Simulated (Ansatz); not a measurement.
**PbO: field gradients at two levels of theory**

Cell: a COD entry, ions relaxed with PBE at fixed cell.

Space group Pbcm (No. 57); a = 5.8931, b = 5.4904, c = 4.7528 Å.

| site | Wyckoff | site symmetry | x | y | z |
| --- | --- | --- | --- | --- | --- |
| Pb | 4d | ..m | 0.2330 | 0.9919 | 0.2500 |
| O | 4d | ..m | 0.8601 | 0.0882 | 0.2500 |

One atom of each set is listed.

First run. All values are calculated (Ansatz; DFT, PBE, plane waves and PAW, scalar-relativistic, 420 eV cutoff, Γ-centred 6×6×7 k-points, Fermi–Dirac smearing 0.01 eV), not measured.

| site | V_zz (10²¹ V/m²) | η |
| --- | --- | --- |
| Pb | -34.9 | 0.19 |
| O | 3.14 | 0.30 |

Second run. The same atoms and settings, except that the functional is r2SCAN and the cutoff is 500 eV.

Q: What does the second run give?

A: 

```tsv
site	V_zz	η	change of V_zz
Pb	-37.9	0.21	-3.01
O	3.30	0.24	+0.16
```

The largest change of V_zz is on Pb, from -34.9 to -37.9. In per cent, |V_zz| changes by +9 on Pb, +5 on O (all sites that start above 0.5).

Spin–orbit coupling is left out, which shifts gradients on Pb by a few per cent, and by more where contributions nearly cancel.
For the second run: The largest force is 0.4 eV/Å, so the atoms aren't at the calculated equilibrium and relaxing them would move these values.
